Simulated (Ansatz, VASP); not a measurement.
# NiO in VASP and in Ansatz

INCAR

```
  PREC = Accurate
  ENCUT = 520
  EDIFF = 1E-6
  ISMEAR = -1
  SIGMA = 0.05
  LREAL = F
  LASPH = T
  NELM = 150
  ALGO = Normal
  ISIF = 2
  LWAVE = F
  LCHARG = T
  ISPIN = 2
  MAGMOM = 1 0
  LORBIT = 11
  LMAXMIX = 4
  LDAU = T
  LDAUTYPE = 2
  LDAUL = 2 -1
  LDAUU = 8 0
  LDAUJ = 0 0
  LDAUPRINT = 1
  GGA = PS
  LELF = T
  LVHAR = T
  NBANDS = 19
```

The input KPOINTS:

```
Automatic mesh
0
Gamma
  11 11 11
```

The input POSCAR:

```
NiO
1.0
    0.0000000000      2.0859016414      2.0859016414
    2.0859016414      0.0000000000      2.0859016414
    2.0859016414      2.0859016414      0.0000000000
Ni O
1 1
Direct
    0.0000000000      0.0000000000      0.0000000000
    0.5000000000      0.5000000000      0.5000000000
```

The input input.yaml:

```yaml
crystal:
  lattice:
    - [0.0, 2.0859016414, 2.0859016414]
    - [2.0859016414, 0.0, 2.0859016414]
    - [2.0859016414, 2.0859016414, 0.0]
  atoms:
    - { symbol: Ni, position: [0.0, 0.0, 0.0], spin: 1.0 }
    - { symbol: O, position: [0.5, 0.5, 0.5] }
kpoints:
  mp_grid: { grid: [11, 11, 11] }
scf:
  occupations: { method: fermi_dirac, width: 0.05 }
hamiltonian:
  xc: pbesol
  pseudopotentials: { kind: all_electron, lapw: { basis_error: 0.001 } }
  hubbard:
    sites: [{ species: Ni, l: d, u_eff: 8 }]
    double_counting: fll
    projectors: ortho-atomic
magnetization:
  spin_polarized: true
output:
  forces: true
  stress: true
  eigenvalues: true
  dos: { projected: false, de: 0.1, e_range: [-10, 10] }
  hubbard: {}
```

Alike in both runs: functional PBEsol; k mesh 11 × 11 × 11; occupations fermi-dirac, width 0.05 eV; collinear spin; Hubbard terms Ni d U = 8.0 eV.

```csv
,VASP,Ansatz
version,VASP 6.6.1,Ansatz 0.2.0
potentials or method,"VASP PAW PBE potentials, release 64 (Ni, O)","all-electron LAPW, scalar-relativistic"
plane-wave cutoff (eV),520,see its input
task,single point,density of states
```

```csv
,VASP,Ansatz,Ansatz less VASP
gap on the k mesh at the Fermi level (eV),3.00,2.36,-0.636
least direct gap on the mesh (eV),3.78,3.46,-0.324
pressure (GPa),-9.5,6.3,+15.79
net moment per atom (μB),1.00,1.00,0.000
size of the moment on the site where the two differ most (μB),1.88,1.80,-0.071
```

Site moments also hang on the region over which each program counts them. The programs project onto different local orbitals, so the same U acts differently. Ansatz ran all-electron here, so the differences hold the error of VASP's frozen core and of both bases.

Caveats: an odd mesh through Γ misses points on the zone boundary, where band edges often lie; a cell with one magnetic atom can't hold antiferromagnetic order, which such compounds often take; the PAW data sets were made with another functional, which shifts forces and pressure a little (VASP); the magnetic state may not be the lowest (Ansatz); U is the effective U less J, on atomic orbitals that reach past the spheres (Ansatz); the density of states is complete only up to the lowest level of the last band computed (Ansatz). The state reached can hang on the start; a lower one may exist.
